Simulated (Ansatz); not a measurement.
# PtSe2 (Sudovikovite) (P-3m1) in Ansatz: band structure with HSE06

Aim: the band structure of PtSe2 (Sudovikovite) with HSE06.

All numbers are computed with Ansatz 0.2.0; they aren't measurements. Logs are shortened: lines on timing, memory, paths and dates and some standing lists are left out, and cuts for length are marked.

## (1) The crystal as given

Symmetry: P-3m1, No. 164, trigonal system. Conventional cell: a = 3.724 Å, b = 3.724 Å, c = 5.062 Å, α = 90.00°, β = 90.00°, γ = 120.00°. Pt (site symmetry -3m) is surrounded by 6 Se at 2.49 Å. Se (site symmetry 3m) has 3 Pt at 2.49 Å as nearest neighbours.

## (2) Band structure, HSE06

Input file input:

```
crystal:
  lattice:
    - [3.724, 0.0, 0.0]
    - [-1.862, 3.2250786037, 0.0]
    - [0.0, 0.0, 5.062]
  atoms:
    - { symbol: Pt, position: [0.0, 0.0, 0.0] }
    - { symbol: Se, position: [0.6666666667, 0.3333333333, 0.75] }
    - { symbol: Se, position: [0.3333333333, 0.6666666667, 0.25] }
hamiltonian:
  xc: hse06
  pseudopotentials: { kind: paw }
kpoints:
  mp_grid: { grid: [6, 6, 4] }
  band_path:
    path:
      - [[0.0, 0.0, 0.0], [0.5, 0.0, 0.0], [0.3333333333, 0.3333333333, 0.0], [0.0, 0.0, 0.0], [0.0, 0.0, 0.5], [0.5, 0.0, 0.5], [0.3333333333, 0.3333333333, 0.5], [0.0, 0.0, 0.5]]
      - [[0.5, 0.0, 0.5], [0.5, 0.0, 0.0]]
      - [[0.3333333333, 0.3333333333, 0.0], [0.3333333333, 0.3333333333, 0.5]]
    npoints: 4
scf:
  occupations: { method: fermi_dirac, width: 0.05 }
  n_extra_bands: 7
output:
  forces: true
  stress: true
  eigenvalues: true
  fatbands: false
```

Potentials or basis: Ansatz PAW.

Standard output:

```text
Warning: output.stress: scf.convergence.dr2_threshold = 1e-7 eV (the SCF's general default) is looser than the 3e-10 eV advised for a printed stress (1e-10 eV for each atom of the cell: 3). What an SCF threshold leaves in a stress goes as its square root, and in the free energy as the threshold itself, and one threshold admits the most on a small cell: of the crystals measured, under no hybrid functional and no lock of the moments, on runs that ended without the residual-converged pass, on stresses that held no estimate of that error, the worst erred by over 100 MPa in a component at 1e-7 eV an atom and by under 5 at 1e-10. Set scf.convergence.dr2_threshold to 3e-10 eV or tighter. The threshold is an SCF's pass mark: one that does not reach it within its budget of iterations ends unconverged, or closes short of it on a stop that the run arms, and scf.convergence.dr2_threshold's page says what that costs each kind of run
Warning: output.stress: scf.exx.energy_threshold = 1e-6 eV is looser than the 3e-8 eV advised for a stress under a hybrid functional (1e-8 eV for each atom of the cell: 3). Every SCF of the exchange loop can meet its threshold on dr2 while the loop round them stops early: no threshold on dr2 bounds what that leaves in the stress. Set scf.exx.energy_threshold to 3e-8 eV or tighter. The threshold is the loop's pass mark: a loop that does not reach it within its budget of cycles ends unconverged, and scf.exx.energy_threshold's page has the law
scf.n_extra_bands = 7 over 25 filled bands (N_el = 50.0): the run solves 32 bands
GPUs: using 1 of 1 available (devices: 1).
Engine: ansatz 0.2.0, x86_64-unknown-linux-gnu
Pseudopotentials: kind: paw
Pseudopotential: Pt, paw, valence charge 18, recommended cutoff 420 eV (normal), Pt.paw.azcp
Pseudopotential: Se, paw, valence charge 16, recommended cutoff 420 eV (normal), Se.paw.azcp
Functional definition: HSE06
  parameter a = 0.25
  parameter omega = 0.11/bohr
  exchange = pbe_x - a*pbe_x_sr(omega) + a*exact_x_sr(omega)
  correlation = pbe_c
device memory: the entry about to start is reckoned to put 0.8 GiB on a device that reports 54.2 GiB free (of which the cap on the GPU budget leaves the run 18.0 GiB)
GPU FFT provider: cuFFT
GPU libraries: cuBLAS 13.8.2, cuFFT 12.4.0, cuSOLVER 12.3.4
Crystal: 3 atoms, lattice volume = 60.796 Å³
Basis set: ecut = 420 eV, 1205 PW (Γ), exchange–correlation on 50×50×72 points (8 copies of the dense FFT grid, shifted against one another)
Bands: 32, of which v1, the nominal top of the filled ones, is band 25 counted from 1 (24 counted from 0)
Symmetry: 12 space group operations
Space group: P-3m1 (ITA 164), of the structure as read, at distance tolerance 3.9e-5 Å
k-points: 24 of 144
Non-local potential: Pt, projectors of the file, l = 0: 3, l = 1: 2, l = 2: 2, l = 3: 1
Non-local potential: Se, projectors of the file, l = 0: 2, l = 1: 2, l = 2: 3, l = 3: 1
PAW form: soft (Blöchl's): semilocal exchange-correlation on the pseudo side does not see the compensation charge
PAW frozen core: Pt, regenerated for the run's functional, and the local potential with it (the file was generated under x = pbe(κ = 0.804, μ = 0.2195149727645171), c = pbe(β = 0.06672455060314922))
PAW frozen core: Se, regenerated for the run's functional, and the local potential with it (the file was generated under x = pbe(κ = 0.804, μ = 0.2195149727645171), c = pbe(β = 0.06672455060314922))
PAW one-centre angular grid: Pt, 590 points (default); XC on 64 Gauss nodes
PAW one-centre angular grid: Se, 590 points (default); XC on 64 Gauss nodes
Initial density: superposition of atomic densities (neutral atoms: chi_scale 0, normalization atom), corrected by the library's trained network
Initial wavefunctions: pseudopotential atomic-orbital guess
GPU buffer pool allocated for 22500 grid points (all kernels)
GPU transforms: local potential and band sums: pruned to the plane-wave sphere, on 25×25×36
Functional: x = pbe(κ = 0.804, μ = 0.2195149727645171), c = pbe(β = 0.06672455060314922), warm-up for x = pbe(κ = 0.804, μ = 0.2195149727645171) + 0.25 (exact − pbe) at short range (hse, ω = 0.20786987370883472 Å⁻¹), c = pbe(β = 0.06672455060314922); HSE06 as pw.x's `hse` composes it (authors' and Libxc's form: `xc: wpbeh`)
SCF iter   1: F=—  HF=-23462.262639 eV  |F-HF|=—  |Δ(HF+E_count)|=         —  Δρ=5.48e-3  dr2=2.00e-2  ethr=1.77e-3  ⟨swp⟩=7.7  Hψ=3156  notcnv=0
preconditioner: auto → Kerker (q_TF=auto, 2.641 Å⁻¹)  [metal: Δε(μ)=0.101 eV  Ē_g=11.541 eV  σ=0.050 eV  W_gap=0.46  n_scr=22 (ndim 8)  ℏωp=22.3 eV  f_vac=0.035  D(μ)=0.83/eV (n_scr^D=2)]
iter 2 solved again at ethr=9.60e-7 eV; its pass at ethr=3.99e-5 eV (dr2=4.80e-4 eV) is discarded
SCF iter   2: F=—  HF=-23462.259482 eV  |F-HF|=—  |Δ(HF+E_count)|=   3.16e-3  Δρ=1.06e-3  dr2=4.79e-4  ethr=9.60e-7  ⟨swp⟩=3.5  Hψ=3309  notcnv=0  defer=3
SCF iter   3: F=—  HF=-23462.259706 eV  |F-HF|=—  |Δ(HF+E_count)|=   2.24e-4  Δρ=5.41e-4  dr2=2.29e-4  ethr=9.58e-7  ⟨swp⟩=3.1  Hψ=1686  notcnv=0  defer=1
SCF iter   4: F=—  HF=-23462.259809 eV  |F-HF|=—  |Δ(HF+E_count)|=   1.04e-4  Δρ=2.33e-4  dr2=8.12e-5  ethr=4.59e-7  ⟨swp⟩=3.0  Hψ=1469  notcnv=0
SCF iter   5: F=—  HF=-23462.259803 eV  |F-HF|=—  |Δ(HF+E_count)|=   6.02e-6  Δρ=8.52e-5  dr2=1.22e-5  ethr=1.62e-7  ⟨swp⟩=3.0  Hψ=1504  notcnv=0
SCF iter   6: F=—  HF=-23462.259803 eV  |F-HF|=—  |Δ(HF+E_count)|=   5.54e-7  Δρ=2.97e-5  dr2=9.85e-7  ethr=2.44e-8  ⟨swp⟩=3.4  Hψ=1720  notcnv=0
SCF iter   7: F=—  HF=-23462.259803 eV  |F-HF|=—  |Δ(HF+E_count)|=   4.14e-7  Δρ=8.84e-6  dr2=7.34e-8  ethr=1.97e-9  ⟨swp⟩=4.0  Hψ=1949  notcnv=0
SCF iter   8: F=—  HF=-23462.259803 eV  |F-HF|=—  |Δ(HF+E_count)|=   7.34e-8  Δρ=3.35e-6  dr2=8.15e-9  ethr=1.47e-10  ⟨swp⟩=3.0  Hψ=1819  notcnv=0
SCF iter   9: F=-23462.259803 eV  HF=-23462.259803 eV  |F-HF|=4.47e-10  |Δ(HF+E_count)|=   1.21e-8  Δρ=8.43e-7  dr2=6.44e-10  ethr=1.63e-11  ⟨swp⟩=3.0  Hψ=1598  notcnv=0
SCF 1 converged in 9 iterations: F = -23462.259803 eV  dr2 = 6.44e-10
[... 25 lines left out ...]
GPU libraries: cuBLAS 13.8.2, cuFFT 12.4.0, cuSOLVER 12.3.4
GPU buffer pool allocated for 22500 grid points (all kernels)
GPU transforms: local potential and band sums: pruned to the plane-wave sphere, on 25×25×36
Exchange kernel: α = 0.2500, screened, ω = 0.2079 Å⁻¹, Wigner–Seitz truncation, v(0) = 1046.0568 eV·Å³, q-mesh 6×6×4, nearest image of the exchange supercell L = 20.25 Å, pair-density grid 15×15×24, without the augmentation charges, whose exchange is taken in its separable form by FFT convolution over the k-point mesh (sized by the pseudopotential files, 24×24×36 at the most), smooth part of the exact exchange by density-matrix convolution in up to 3.55 GiB of GPU memory as planned if the GPU has room (build and FFT work areas not counted)
Frozen-core exchange: fock
SCF iter   1: F=—  HF=-23467.523984 eV  |F-HF|=—  |Δ(HF+E_count)|=         —  Δρ=1.20e-4  dr2=3.03e-6  ethr=2.07e-6  ⟨swp⟩=3.9  Hψ=1591  notcnv=0
preconditioner: auto → none  [insulator: Δε(μ)=0.519 eV  Ē_g=13.101 eV  σ=0.050 eV  W_gap=0.90  n_scr=22 (ndim 8)  ℏωp=22.3 eV  f_vac=0.037  D(μ)=0.25/eV (n_scr^D=0)]
SCF iter   2: F=—  HF=-23467.523986 eV  |F-HF|=—  |Δ(HF+E_count)|=   2.46e-6  Δρ=3.36e-5  dr2=4.80e-7  ethr=5.29e-9  ⟨swp⟩=4.0  Hψ=2395  notcnv=0
SCF iter   3: F=—  HF=-23467.523988 eV  |F-HF|=—  |Δ(HF+E_count)|=   1.64e-6  Δρ=1.83e-5  dr2=1.92e-7  ethr=3.29e-10  ⟨swp⟩=4.5  Hψ=2238  notcnv=0
SCF iter   4: F=—  HF=-23467.523988 eV  |F-HF|=—  |Δ(HF+E_count)|=   4.28e-8  Δρ=4.92e-6  dr2=1.89e-8  ethr=3.03e-10  ⟨swp⟩=3.0  Hψ=1532  notcnv=0
SCF iter   5: F=—  HF=-23467.523988 eV  |F-HF|=—  |Δ(HF+E_count)|=   5.77e-8  Δρ=4.52e-6  dr2=1.76e-8  ethr=1.08e-11  ⟨swp⟩=4.7  Hψ=2334  notcnv=0  defer=3
SCF iter   6: F=—  HF=-23467.523988 eV  |F-HF|=—  |Δ(HF+E_count)|=   5.00e-9  Δρ=7.22e-7  dr2=5.74e-10  ethr=1.08e-11  ⟨swp⟩=3.0  Hψ=1871  notcnv=0
SCF iter   7: F=-23467.523988 eV  HF=-23467.523988 eV  |F-HF|=1.75e-10  |Δ(HF+E_count)|=   2.78e-9  Δρ=7.88e-7  dr2=2.67e-10  ethr=1.72e-12 (applied; sched 1.00e-12)  ⟨swp⟩=3.0  Hψ=1954  notcnv=0
SCF 3 converged in 7 iterations: F = -23467.523988 eV  dr2 = 2.67e-10
  Residual-converged pass: ⟨swp⟩=3.0  Hψ=1373  notcnv=0  max |occ|·‖R‖ = 2.6e-7 eV (tolerance 2.7e-7 eV)  dr2=2.67e-10  dr2_onsite=1.86e-11  max |Δocc| = 4.4e-14
hybrid outer 2: dexx = +2.766e-6 eV, tail = 9.62e-8 eV, Δε = 2.52e-3 eV (about 9.70e-5 eV left of the loop's levels), ΔF = 1.19e-2 eV/Å (tail 2.12e-3)
GPU FFT provider: cuFFT
GPU libraries: cuBLAS 13.8.2, cuFFT 12.4.0, cuSOLVER 12.3.4
GPU buffer pool allocated for 22500 grid points (all kernels)
GPU transforms: local potential and band sums: pruned to the plane-wave sphere, on 25×25×36
Exchange kernel: α = 0.2500, screened, ω = 0.2079 Å⁻¹, Wigner–Seitz truncation, v(0) = 1046.0568 eV·Å³, q-mesh 6×6×4, nearest image of the exchange supercell L = 20.25 Å, pair-density grid 15×15×24, without the augmentation charges, whose exchange is taken in its separable form by FFT convolution over the k-point mesh (sized by the pseudopotential files, 24×24×36 at the most), smooth part of the exact exchange by density-matrix convolution in up to 3.55 GiB of GPU memory as planned if the GPU has room (build and FFT work areas not counted)
Frozen-core exchange: fock
SCF iter   1: F=—  HF=-23467.523989 eV  |F-HF|=—  |Δ(HF+E_count)|=         —  Δρ=5.25e-6  dr2=4.58e-9  ethr=9.62e-10  ⟨swp⟩=6.3  Hψ=1731  notcnv=0
SCF iter   2: F=—  HF=-23467.523989 eV  |F-HF|=—  |Δ(HF+E_count)|=  3.13e-10  Δρ=5.81e-7  dr2=3.45e-10  ethr=8.48e-12  ⟨swp⟩=4.0  Hψ=1964  notcnv=0
SCF iter   3: F=-23467.523989 eV  HF=-23467.523989 eV  |F-HF|=7.64e-11  |Δ(HF+E_count)|=   1.58e-9  Δρ=5.96e-7  dr2=1.11e-10  ethr=1.54e-12 (applied; sched 1.00e-12)  ⟨swp⟩=3.1  Hψ=1719  notcnv=0
SCF 4 converged in 3 iterations: F = -23467.523989 eV  dr2 = 1.11e-10
  Residual-converged pass: ⟨swp⟩=3.1  Hψ=1695  notcnv=0  max |occ|·‖R‖ = 2.7e-7 eV (tolerance 2.7e-7 eV)  dr2=1.11e-10  dr2_onsite=1.02e-11  max |Δocc| = 3.5e-14
hybrid outer 3: dexx = +2.486e-9 eV, tail = 2.89e-10 eV, Δε = 1.21e-4 eV (about 1.02e-5 eV left of the loop's levels), ΔF = 5.91e-4 eV/Å (tail 1.35e-4)
device memory: the entry about to start is reckoned to put 0.6 GiB on a device that reports 43.9 GiB free (of which the cap on the GPU budget leaves the run 18.0 GiB)
NSCF: frozen V_eff on 39 k-points, pencils in batches of 32, up to order 144
hybrid SCF converged: 3 outer / 18 inner (+9 warm-up), last move |dexx| = 2.49e-9 eV, tail = 2.89e-10 eV
Stability not checked: this state was not tested for a lower state beside it, because the functional holds exact exchange (a hybrid, or Hartree-Fock), whose exchange loop this test does not read (fock_operator; see scf.lower_state_search)
Free energy (F): -23467.523989 eV
Frozen-core exchange: fock
Harris-Foulkes:  -23467.523989 eV  (|F-HF|=7.64e-11)
Internal energy: -23467.521636 eV  (E = F + TS)
E sigma→0 (E₀):  -23467.522813 eV
Entropy (-TS):   -0.002352 eV (-0.784 meV/atom)
Fermi energy:    13.322822 eV
--- Per-component energies (eV) ---
  E_band       = -1100.974488
  E_kinetic    = 873.793582
  E_local      = -6787.397783  (includes V_loc(G=0)·N_el)
  E_nonlocal   = -990.485973
  E_hartree    = 3148.481580
  E_xc         = -376.432702
  E_vxc        = -397.662041  (∫ρ·V_xc dr)
  E_exx        = -200.395208  (= α·E_x^exact, valence–valence)
  E_paw        = -13172.979026  (= ΣΔE_a)
  E_vpaw       = 304.605785  (= ΣTr[D̂ρ^β])
  E_aug_tail   = -0.000989  (compensation charges beyond the density's cutoff)
  E_ewald      = -5957.935364
  E_core_change = -4.169753  (= ΣΔE_core)
  E_smearing   = -0.002352  (= −TS)
  E_closure    = 0.000000  (closes the sum)
  Σ components = -23467.523989   (vs F -23467.523989, Δ=0.00e0)
--- Forces (eV/Å), atoms counted from 1 ---
  atom   1  Pt    -0.00000000    -0.00000000     0.00000000
  atom   2  Se     0.00000000    -0.00000000    -0.09529367
  atom   3  Se    -0.00000000     0.00000000     0.09529367
  max |Σ_I F_I| component: 1.16e-18 eV/Å
--- Stress (GPa, compression-positive) ---
        2.600679       0.000000      -0.000000
       -0.000000       2.600679       0.000000
       -0.000000       0.000000       3.224517
  P = ⅓ Tr σ = 2.8086 GPa (28.086 kbar)
--- Band table (eV; the first three rows and the last of 24) ---
  k-point 0: bands = ["-91.1296", "-44.0654", "-44.0654", "-43.9620", "-39.5786", "-39.5786", "-39.5755", "-39.5755", "-39.5527", "-39.5527", "-39.5469", "-39.5469", "-39.5384", "-39.5380", "-4.2976", "-1.1188", "4.8261", "5.6641", "5.6641", "8.0082", "8.0082", "9.6779", "11.7785", "11.7785", "13.5283", "14.8908", "14.8908", "17.1677", "18.1025", "21.1133", "21.1133", "25.7776"]
  k-point 1: bands = ["-91.1296", "-44.0655", "-44.0655", "-43.9620", "-39.5785", "-39.5785", "-39.5755", "-39.5755", "-39.5521", "-39.5521", "-39.5475", "-39.5475", "-39.5385", "-39.5379", "-4.0484", "-1.7017", "5.6437", "5.6944", "5.6944", "7.9882", "7.9882", "9.7118", "11.5347", "11.5347", "12.2187", "15.3604", "15.3604", "17.6848", "19.2923", "20.8690", "20.8690", "24.2467"]
  k-point 2: bands = ["-91.1296", "-44.0655", "-44.0655", "-43.9620", "-39.5784", "-39.5784", "-39.5756", "-39.5756", "-39.5513", "-39.5513", "-39.5484", "-39.5484", "-39.5386", "-39.5378", "-3.6511", "-2.3787", "5.7254", "5.7254", "6.5932", "7.9693", "7.9693", "9.8058", "10.9097", "11.3233", "11.3233", "15.8552", "15.8552", "18.4596", "20.2851", "20.5132", "20.5132", "22.8310"]
  k-point 23: bands = ["-91.1296", "-44.0695", "-44.0695", "-43.9598", "-39.5779", "-39.5773", "-39.5773", "-39.5758", "-39.5512", "-39.5495", "-39.5495", "-39.5494", "-39.5377", "-39.5377", "-2.0210", "-2.0210", "5.6446", "5.6446", "5.9922", "7.8711", "7.8711", "8.2746", "8.3619", "9.7339", "9.7339", "15.6153", "15.6153", "20.6433", "21.1355", "21.1355", "21.4390", "24.1045"]
```

It took 1.7 min on 1 × NVIDIA H100 80GB HBM3 with 2 threads of AMD EPYC 7R13 (Zen 3), shared host; peak memory 2.5 GiB.

Results:

| Item | Value |
| --- | --- |
| Free energy | -23467.5240 eV |
| Pressure | 2.8 GPa |
| Largest force | 0.095 eV/Å |
| Band gap on the k mesh | none (metal or under the smearing width) |

Forces on the atoms (eV/Å):
```
Pt   0.000  0.000  0.000
Se   0.000  0.000 -0.095
Se   0.000  0.000  0.095
```

Stress tensor (GPa, compression positive):
```
2.60 0.00 0.00
0.00 2.60 0.00
0.00 0.00 3.22
```

Levels at the corners of the path, in eV from the Fermi level:
```
point  band 21  band 22  band 23  band 24  band 25  band 26  band 27  band 28  band 29  band 30
    Γ    -5.31    -3.64    -1.54    -1.54     0.21     1.57     1.57     3.84     4.78     7.79
    M    -4.86    -4.70    -4.45    -4.29    -3.82     0.81     2.64     5.21     6.25     7.55
    K    -5.89    -5.14    -3.34    -2.68    -2.68     0.11     0.11     4.52     8.14     9.32
    Γ    -5.31    -3.64    -1.54    -1.54     0.21     1.57     1.57     3.84     4.78     7.79
    A    -5.35    -3.52    -2.41    -2.00    -2.00     2.53     2.53     5.14     6.96     7.19
    L    -4.86    -4.74    -4.37    -3.54    -1.88     1.11     1.80     5.09     5.15     7.64
    H    -5.45    -5.05    -4.96    -3.59    -3.59     2.29     2.29     7.32     7.81     7.81
    A    -5.35    -3.52    -2.41    -2.00    -2.00     2.53     2.53     5.14     6.96     7.19
    L    -4.86    -4.74    -4.37    -3.54    -1.88     1.11     1.80     5.09     5.15     7.64
    M    -4.86    -4.70    -4.45    -4.29    -3.82     0.81     2.64     5.21     6.25     7.55
    K    -5.89    -5.14    -3.34    -2.68    -2.68     0.11     0.11     4.52     8.14     9.32
    H    -5.45    -5.05    -4.96    -3.59    -3.59     2.29     2.29     7.32     7.81     7.81
```

Caveat: spin-orbit coupling is left out, which moves the levels of the heavy elements; the PAW data sets come from PBE, with cores solved anew for the run's functional, which leaves a small shift of forces and pressure; the thresholds are loose for stress.
